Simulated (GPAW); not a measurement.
# CdSe (Cadmoselite) (P6_3mc) in GPAW: notebook, part 2 of 2

GPAW 26.7.0. Earlier steps stand in the parts before.

**3. Relaxation of cell and atoms, revTPSS+D3, target pressure -2 GPa, at which the enthalpy is minimised**

File run.py:

```python
from ase.calculators.mixing import SumCalculator
from ase.filters import FrechetCellFilter
from ase.io import read, write
from ase.optimize import BFGS
from ase.units import GPa
from dftd3.ase import DFTD3
from gpaw import GPAW, PW

atoms = read('CdSe.xyz')

calc = GPAW(mode=PW(600),
            xc='MGGA_X_REVTPSS+MGGA_C_REVTPSS',
            kpts={'size': (5, 5, 3), 'gamma': True},
            occupations={'name': 'fermi-dirac', 'width': 0.05},
            nbands=31,
            convergence={'density': 1e-05, 'energy': 1e-05},
            eigensolver='davidson',
            maxiter=150,
            txt='gpaw.txt')
atoms.calc = SumCalculator([calc, DFTD3(method='revtpss', damping='d3zero')])
opt = BFGS(FrechetCellFilter(atoms, scalar_pressure=-2 * GPa), trajectory='relax.traj', logfile='-')
done = opt.run(fmax=0.05, steps=40)
calc.write('gs.gpw')
write('result.traj', atoms)
print('Converged:', done)
print('Cell:', atoms.cell.cellpar().round(4))
print('Volume:', round(atoms.get_volume(), 4))
print(atoms.get_scaled_positions().round(5))
```

File CdSe.xyz:

```xyz
4
Lattice="4.3000000000 0.0000000000 0.0000000000 -2.1500000000 3.7239092363 0.0000000000 0.0000000000 0.0000000000 7.0200000000" Properties=species:S:1:pos:R:3 pbc="T T T"
Cd     2.1500000002      1.2413030786      3.5100000000
Cd    -0.0000000002      2.4826061577      0.0000000000
Se     2.1500000002      1.2413030786      6.2127000000
Se    -0.0000000002      2.4826061577      2.7027000000
```

Potentials or basis: GPAW PAW data sets (gpaw-data 1.2.1), pw.

On the command line:

```sh
OMP_NUM_THREADS=1 python run.py
```

Wall time 3.2 min (1 thread of Intel Xeon Platinum 8488C (Sapphire Rapids), shared host); peak memory 0.61 GiB.

Results (log left out):

```
Free energy                                            : 43.2066 eV
Relaxed volume                                         : 28.03 Å³/atom
Relaxed cell                                           : a = 4.313 Å, b = 4.313 Å, c = 6.960 Å, α = 90.00°, β = 90.00°, γ = 120.00°
Space group after relaxing (to 0.05 Å)                 : P6_3mc (No. 186)
Energy change on relaxing (the enthalpy is what falls) : -5.1 meV/atom
Ionic steps                                            : 3
Pressure after relaxing                                : -2.1 GPa
Largest force after relaxing                           : 0.046 eV/Å
Band gap on the k mesh                                 : 0.88 eV, direct
Dispersion energy per atom                             : -0.380 eV
```

Forces in eV/Å, atoms in the order of the input:
```
Cd   0.000  0.000 -0.045
Cd   0.000  0.000 -0.046
Se   0.000  0.000  0.045
Se   0.000  0.000  0.046
```

Stress tensor (GPa, compression positive):
```
-2.17  0.00  0.00
 0.00 -2.17  0.00
 0.00  0.00 -2.02
```

Step by step:
```csv
step,energy change (eV),largest force (eV/Å),pressure (GPa),volume (Å³)
1,0.0000,0.2312,-2.14,112.41
2,-0.0048,0.2002,-2.15,112.38
3,-0.0204,0.0457,-2.12,112.13
```

Final structure:
```
Cd Se
1.0
     4.31327    0.00000    0.00000
    -2.15664    3.73540    0.00000
     0.00000    0.00000    6.95953
Cd Se
2 2
Direct
  0.66667 0.33333 0.50363
  0.33333 0.66667 0.00363
  0.66667 0.33333 0.88137
  0.33333 0.66667 0.38137
```

Levels at points of the mesh, in eV from the valence-band top:
| k point | band 14 | band 15 | band 16 | band 17 | band 18 | band 19 | band 20 | band 21 | band 22 | band 23 |
| --- | --- | --- | --- | --- | --- | --- | --- | --- | --- | --- |
| (0.00, 0.00, 0.00) | -0.80 | -0.80 | -0.01 | 0.00 | 0.00 | 0.88 | 2.31 | 6.00 | 6.00 | 6.44 |

Caveat: later steps reuse the first step's grids; the PAW data sets were made with another functional, which shifts forces and pressure a little.

**4. Relaxation of cell and atoms, PBE**

File run.py:

```python
from ase.filters import FrechetCellFilter
from ase.io import write
from ase.optimize import FIRE
from ase.spacegroup import crystal
from gpaw import GPAW, PW

# Cd 2b
# Se 2b
atoms = crystal(['Cd', 'Se'],
                basis=[[0.6666666667, 0.3333333333, 0.5],
                       [0.6666666667, 0.3333333333, 0.885]],
                spacegroup=186, setting=1,  # P6_3mc
                cellpar=[4.3, 4.3, 7.02, 90.0, 90.0, 120.0],
                primitive_cell=True)

calc = GPAW(mode=PW(600),
            xc='PBE',
            kpts={'size': (5, 5, 3), 'gamma': True},
            occupations={'name': 'fermi-dirac', 'width': 0.05},
            nbands=31,
            convergence={'density': 1e-06, 'energy': 1e-06, 'eigenstates': 1e-10},
            maxiter=150,
            txt='gpaw.txt')
atoms.calc = calc
opt = FIRE(FrechetCellFilter(atoms), trajectory='relax.traj', logfile='-')
done = opt.run(fmax=0.01, steps=100)
calc.write('gs.gpw')
write('result.traj', atoms)
print('Converged:', done)
print('Cell:', atoms.cell.cellpar().round(4))
print('Volume:', round(atoms.get_volume(), 4))
print(atoms.get_scaled_positions().round(5))
```

On the command line:

```sh
OMP_NUM_THREADS=1 python run.py
```

Run time: 8.4 min. Hardware: 1 thread of Intel Xeon Platinum 8488C (Sapphire Rapids), shared host; peak memory 0.32 GiB.

The run converged. Its results:

```
Free energy                            : -11.3692 eV
Relaxed volume                         : 29.65 Å³/atom
Relaxed cell                           : a = 4.384 Å, b = 4.384 Å, c = 7.126 Å, α = 90.00°, β = 90.00°, γ = 120.00°
Space group after relaxing (to 0.05 Å) : P6_3mc (No. 186)
Energy gained by relaxing              : 17.5 meV/atom
Ionic steps                            : 29
Pressure after relaxing                : 0.0 GPa
Largest force after relaxing           : 0.007 eV/Å
Band gap on the k mesh                 : 0.55 eV, direct
```

Forces on the atoms (eV/Å):
```
Cd   0.000  0.000  0.007
Cd   0.000  0.000  0.007
Se   0.000  0.000 -0.007
Se   0.000  0.000 -0.007
```

Stress tensor (GPa, compression positive):
```
-0.05  0.00  0.00
 0.00 -0.05  0.00
 0.00  0.00  0.05
```

The path:
| step | energy change (eV) | largest force (eV/Å) | pressure (GPa) | volume (Å³) |
| --- | --- | --- | --- | --- |
| 1 | 0.0000 | 0.2848 | 2.82 | 112.41 |
| 2 | -0.0110 | 0.2547 | 2.59 | 112.83 |
| 3 | -0.0290 | 0.1977 | 2.16 | 113.64 |
| 4 | -0.0482 | 0.1204 | 1.59 | 114.78 |
| 5 | -0.0623 | 0.0328 | 0.95 | 116.19 |
| 6 | -0.0679 | 0.0506 | 0.29 | 117.80 |
| 7 | -0.0657 | 0.1030 | -0.31 | 119.42 |
| 8 | -0.0659 | 0.1000 | -0.30 | 119.41 |
| 9 | -0.0662 | 0.0942 | -0.30 | 119.38 |
| 10 | -0.0667 | 0.0857 | -0.29 | 119.34 |
| 11 | -0.0673 | 0.0748 | -0.27 | 119.29 |
| 12 | -0.0679 | 0.0619 | -0.25 | 119.23 |
| 13 | -0.0685 | 0.0474 | -0.23 | 119.16 |
| 14 | -0.0690 | 0.0318 | -0.20 | 119.07 |
| 15 | -0.0694 | 0.0139 | -0.16 | 118.97 |
| 16 | -0.0697 | 0.0058 | -0.11 | 118.84 |
| 17 | -0.0697 | 0.0250 | -0.05 | 118.67 |
| 18 | -0.0697 | 0.0248 | -0.05 | 118.67 |
| 19 | -0.0697 | 0.0243 | -0.05 | 118.67 |
| 20 | -0.0697 | 0.0237 | -0.05 | 118.67 |
| 21 | -0.0697 | 0.0228 | -0.04 | 118.67 |
| 22 | -0.0697 | 0.0218 | -0.04 | 118.66 |
| 23 | -0.0697 | 0.0205 | -0.04 | 118.66 |
| 24 | -0.0697 | 0.0191 | -0.04 | 118.65 |
| 25 | -0.0698 | 0.0174 | -0.04 | 118.64 |
| 26 | -0.0698 | 0.0153 | -0.03 | 118.63 |
| 27 | -0.0698 | 0.0128 | -0.03 | 118.62 |
| 28 | -0.0698 | 0.0099 | -0.02 | 118.61 |
| 29 | -0.0698 | 0.0066 | -0.02 | 118.59 |

Final structure:
```
Cd Se
1.0
     4.38366    0.00000    0.00000
    -2.19183    3.79636    0.00000
     0.00000    0.00000    7.12620
Cd Se
2 2
Direct
  0.66667 0.33333 0.50417
  0.33333 0.66667 0.00417
  0.66667 0.33333 0.88083
  0.33333 0.66667 0.38083
```

Levels at points of the mesh, in eV from the valence-band top:
```tsv
k point	band 14	band 15	band 16	band 17	band 18	band 19	band 20	band 21	band 22	band 23
(0.00, 0.00, 0.00)	-0.70	-0.70	-0.03	0.00	0.00	0.55	2.11	5.82	5.82	6.14
```

Caveat: later steps reuse the first step's grids. PBE usually gives volumes a little too large and moduli too small.

**5. Single point, PBE**

File run.py:

```python
from ase.dft.bandgap import bandgap
from ase.io import read, write
from ase.units import GPa
from gpaw import GPAW, PW

atoms = read('POSCAR')

calc = GPAW(mode=PW(500),
            xc='PBE',
            kpts={'size': (6, 6, 3), 'gamma': True},
            occupations={'name': 'fermi-dirac', 'width': 0.05},
            nbands=31,
            convergence={'density': 1e-05, 'energy': 1e-05},
            maxiter=80,
            txt='gpaw.txt')
atoms.calc = calc
energy = atoms.get_potential_energy()
forces = atoms.get_forces()
stress = atoms.get_stress()
calc.write('gs.gpw')
write('result.traj', atoms)
print(f'Energy: {energy:.6f} eV')
print('Forces (eV/A):')
print(forces.round(4))
print('Stress (GPa):', (stress / GPa).round(3))
print('Fermi level:', round(calc.get_fermi_level(), 4), 'eV')
print(f'Gap: {bandgap(calc)[0]:.4f} eV, direct: {bandgap(calc, direct=True)[0]:.4f} eV')
```

File POSCAR:

```
CdSe
1.0
    4.3000000000      0.0000000000      0.0000000000
   -2.1500000000      3.7239092363      0.0000000000
    0.0000000000      0.0000000000      7.0200000000
Cd Se
2 2
Direct
    0.6666666667      0.3333333333      0.5000000000
    0.3333333333      0.6666666667      0.0000000000
    0.6666666667      0.3333333333      0.8850000000
    0.3333333333      0.6666666667      0.3850000000
```

On the command line:

```sh
OMP_NUM_THREADS=1 python run.py
```

Run time: 27 s. Hardware: 1 thread of Arm Neoverse V2, shared host; peak memory 0.19 GiB.

It converged, with:

```yaml
Free_energy: -11.2899 eV
Pressure: 2.5 GPa
Largest_force: 0.282 eV/Å
Band_gap_on_the_k_mesh: 0.70 eV, direct
```

Forces on the atoms (eV/Å):
```
Cd   0.000  0.000  0.282
Cd   0.000  0.000  0.282
Se   0.000  0.000 -0.282
Se   0.000  0.000 -0.282
```

Stress tensor (GPa, compression positive):
```
3.20 0.00 0.00
0.00 3.20 0.00
0.00 0.00 1.21
```

Levels at points of the mesh, in eV from the valence-band top:
| k point | band 16 | band 17 | band 18 | band 19 | band 20 | band 21 |
| --- | --- | --- | --- | --- | --- | --- |
| (0.00, 0.00, 0.00) | -0.01 | 0.00 | 0.00 | 0.70 | 2.11 | 5.86 |
| (0.50, 0.50, 0.00) | -1.87 | -1.24 | -0.84 | 3.22 | 3.31 | 4.80 |

Caveat: the cutoff is short for stress and forces, so pressures can be off by a GPa or more.

**6. Overview**

| task | level | cell | k mesh | cutoff (eV) | maxiter | optimizer | fmax | max steps | eigensolver | gap on the mesh (eV) | pressure (GPa) | relaxed volume (Å³/atom) | largest force (eV/Å) |
| --- | --- | --- | --- | --- | --- | --- | --- | --- | --- | --- | --- | --- | --- |
| relaxation of cell and atoms | PBE+D3(BJ) | relaxed | 5 × 5 × 3 | 600 | 150 | BFGS | 0.01 eV/Å | 100 | - | 0.63 | 0.0 | 28.47 | 0.01 |
| relaxation of cell and atoms | revTPSS+D3 | relaxed to -2 GPa | 5 × 5 × 3 | 600 | 150 | BFGS | 0.05 eV/Å | 40 | davidson | 0.88 | -2.1 | - | 0.05 |
| relaxation of cell and atoms | PBE | relaxed | 5 × 5 × 3 | 600 | 150 | FIRE | 0.01 eV/Å | 100 | - | 0.55 | 0.0 | 29.65 | 0.01 |
| single point | PBE | as given | 6 × 6 × 3 | 500 | 80 | - | - | - | - | 0.70 | 2.5 | - | 0.28 |

Alike in all rows: potentials or basis GPAW PAW data sets (gpaw-data 1.2.1), pw; no spin polarisation; smearing fermi-dirac 0.05 eV.

Caveats: later steps reuse the first step's grids (some runs); the PAW data sets were made with another functional, which shifts forces and pressure a little (some runs); the cutoff is short for stress and forces, so pressures can be off by a GPa or more (some runs).

Absolute energies hang on the potentials; compare differences alone.

**7. How close it comes**

Step 5. A measured gap of CdSe is 1.841 eV (2 K; a printed reference work, data compilation); the calculated 0.70 eV misses it by -1.15 eV. So large a miss can be the level of theory's own, or it may mean another phase, state or a wrong row. Spin-orbit coupling on Cd, Se is left out. The value is that of PBE, without temperature or zero-point motion. Semilocal functionals fall short of measured gaps as a rule.
